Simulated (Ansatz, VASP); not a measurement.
## One calculation of KI, two programs

POSCAR

```
KI
1.0
    0.0000000000      3.5442850250      3.5442850250
    3.7176005627      0.0000000000      3.5442850250
    3.7176005627      3.5442850250      0.0000000000
K I
1 1
Direct
    0.0000000000      0.0000000000      0.0000000000
    0.5000000000      0.5000000000      0.5000000000
```

INCAR.step1

```
SYSTEM = KI
PREC = Accurate ; ENCUT = 520
ISMEAR = 0 ; SIGMA = 0.01
LREAL = .False. ; LASPH = .True.
NELM = 60 ; NBANDS = 15
GGA = PE ; ALGO = Normal
EDIFF = 1E-4 ; LWAVE = .True.
LCHARG = .False.
```

INCAR.step2

```
SYSTEM = KI
PREC = Accurate ; ENCUT = 520
EDIFF = 1E-6 ; ISMEAR = 0
SIGMA = 0.01 ; LREAL = .False.
LASPH = .True. ; NELM = 60
ALGO = Normal ; ISIF = 2
LWAVE = .False. ; LCHARG = .True.
METAGGA = R2SCAN ; LMIXTAU = .True.
LELF = .True. ; LVHAR = .True.
NBANDS = 15 ; ISTART = 1
```

KPOINTS

```
Automatic mesh
0
Gamma
  6 6 6
  0 0 0
```

Input for Ansatz:

```yaml
crystal:
  lattice:
    - [0.0, 3.544285025, 3.544285025]
    - [3.7176005627, 0.0, 3.544285025]
    - [3.7176005627, 3.544285025, 0.0]
  atoms:
    - { symbol: K, position: [0.0, 0.0, 0.0] }
    - { symbol: I, position: [0.5, 0.5, 0.5] }
kpoints:
  mp_grid: { grid: [6, 6, 6] }
  band_path:
    path:
      - [0.0, 0.0, 0.0]
      - [0.5, 0.0, 0.5]
      - [0.625, 0.25, 0.625]
      - [0.375, 0.375, 0.75]
      - [0.5, 0.5, 0.5]
      - [0.5, 0.25, 0.75]
    npoints: 1
hamiltonian:
  xc: r2scan
scf:
  occupations: { method: fixed }
  n_extra_bands: 4
output:
  forces: true
  stress: true
  eigenvalues: true
```

Change from the starting cell: uniaxial_x strain +4.9%.

Alike in both runs: task single point; functional r2SCAN; k mesh 6 × 6 × 6; no spin polarisation.

|  | VASP | Ansatz |
| --- | --- | --- |
| version | VASP 6.6.1 | Ansatz 0.2.0 |
| potentials or method | VASP PAW PBE potentials, release 64 (K_sv, I) | plane waves, PAW |
| plane-wave cutoff (eV) | 520 | 500 |
| occupations | gaussian, width 0.01 eV | fixed |
| valence electrons in the cell | 16 | 26 |

|  | VASP | Ansatz | Ansatz less VASP |
| --- | --- | --- | --- |
| gap on the k mesh at the Fermi level (eV) | 4.46 | 4.46 | +0.003 |
| pressure (GPa) | -0.4 | -0.4 | 0.00 |
| largest component of the traceless stress (GPa) | 0.61 | 0.61 | -0.005 |

The two sets of potentials don't hold the same shells in valence.

Caveats: the PAW data sets were made with another functional, which shifts forces and pressure a little (VASP); spin-orbit coupling is left out, which moves the levels of the heavy elements.
